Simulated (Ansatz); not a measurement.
## Ge, hcp: how the functional moves the structure

All rows: Ansatz, plane waves with scalar-relativistic PAW, 420 eV (500 eV for the SCAN forms), relaxed under each functional, no dispersion correction, no zero-point motion. B₀ comes from uniform scaling at fixed shape; a dash is a value not given.

```tsv
functional	V (Å³/atom)	cell	B₀ (GPa)	magnetic state	ΔE to diamond (meV/atom)
PBE	19.35	a = 3.066 Å, c = 4.753 Å (c/a = 1.550)	63	spin not included	336
r²SCAN	18.75	a = 3.035 Å, c = 4.701 Å (c/a = 1.549)	65	spin not included	586
LDA	17.95	a = 2.989 Å, c = 4.640 Å (c/a = 1.552)	77	spin not included	312
revPBE	19.71	a = 3.086 Å, c = 4.780 Å (c/a = 1.549)	55	spin not included	355
RPBE	19.84	a = 3.093 Å, c = 4.791 Å (c/a = 1.549)	59	spin not included	363
BLYP	21.56	a = 3.181 Å, c = 4.920 Å (c/a = 1.547)	48	spin not included	520
```

**Question.** What does PBEsol give?

**Answer.** V (Å³/atom): 18.35; cell: a = 3.010 Å, c = 4.678 Å (c/a = 1.554); B₀ (GPa): 73; magnetic state: spin not included; ΔE to diamond (meV/atom): 277.
